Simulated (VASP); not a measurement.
The system is TaS2.

```
Ta S
1.0
     3.35000    0.00000    0.00000
    -1.67500    2.90119    0.00000
     0.00000    0.00000    5.86000
Ta S
1 2
Direct
  0.00000 0.00000 0.00000
  0.66667 0.33333 0.75000
  0.33333 0.66667 0.25000
```

| Quantity | Value |
| --- | --- |
| Program | VASP 6.6.1 |
| Task | single point |
| Functional | PBE |
| Potentials or basis | VASP PAW PBE potentials, release 64 (Ta_pv, S) |
| Cutoff | 520 eV |
| k mesh | 9 × 9 × 5 |
| Occupations | fermi-dirac, width 0.05 eV |
| Spin | no spin polarisation |

On this cell: pressure 9.2 GPa; largest force 1.243 eV/Å; band gap on the k mesh none (metal or under the smearing width).

The same run follows on a disturbed copy (atoms moved at random, drawn with an rms of 0.05 Å):

```
CELL_PARAMETERS angstrom
3.35000 0.00000 0.00000
-1.67500 2.90119 0.00000
0.00000 0.00000 5.86000
ATOMIC_POSITIONS crystal
Ta 0.00412 0.00031 0.00212
S 0.66602 0.33219 0.74854
S 0.32466 0.66450 0.24582
```

Q: What changes?

A: The energy (extrapolated to zero smearing) moves by +12.6 meV/atom; pressure 10.0 GPa; largest force 1.807 eV/Å; band gap on the k mesh none (metal or under the smearing width).

Forces in eV/Å, atoms in the order of the input:
```
Ta  -0.306 -0.055 -0.761
S    0.015  0.016 -1.022
S    0.291  0.039  1.783
```

Stress tensor (GPa, compression positive):
```
 8.23 -0.65  1.06
-0.65  8.39  0.08
 1.06  0.08 13.50
```

Caveats: this functional lacks dispersion, which binds the layers, so the pressure and a relaxed spacing across them are unreliable (some runs); forces of over 1 eV/Å show positions far from the minimum, so gaps and moduli don't describe the material at rest (some runs).
